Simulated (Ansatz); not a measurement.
Equilibrium properties in the diamond structure, computed with PBE in Ansatz (plane waves, PAW datasets (generated soft set 1); cutoff 420 eV), no spin polarisation, no spin–orbit coupling, Fermi–Dirac smearing of 0.061 eV, k-spacing 0.06 Å⁻¹:

| crystal | a₀ (Å) | V₀ (Å³/atom) | B₀ (GPa) |
| --- | --- | --- | --- |
| Fe | 4.874 | 14.47 | 156 |
| Co | 4.920 | 14.89 | 132 |
| Ga | 5.880 | 25.41 | 36 |
| As | 6.111 | 28.52 | 46 |
| Se | 6.333 | 31.74 | 39 |
| Br | 7.010 | 43.06 | 15.0 |

(1) Give the same for Cu, Ge, Rb.

Results:

(1) 
```tsv
crystal	a₀ (Å)	V₀ (Å³/atom)	B₀ (GPa)
Cu	5.351	19.15	55
Ge	5.762	23.91	59
Rb	10.418	141.35	1.0
```

Model structures, not the usual forms at ambient conditions (metastable or hypothetical): Fe, Co, Cu, Ga, As, Se, Br, Rb. Spin polarisation is left out, and a magnetic state may lie lower for Fe, Co, Br.
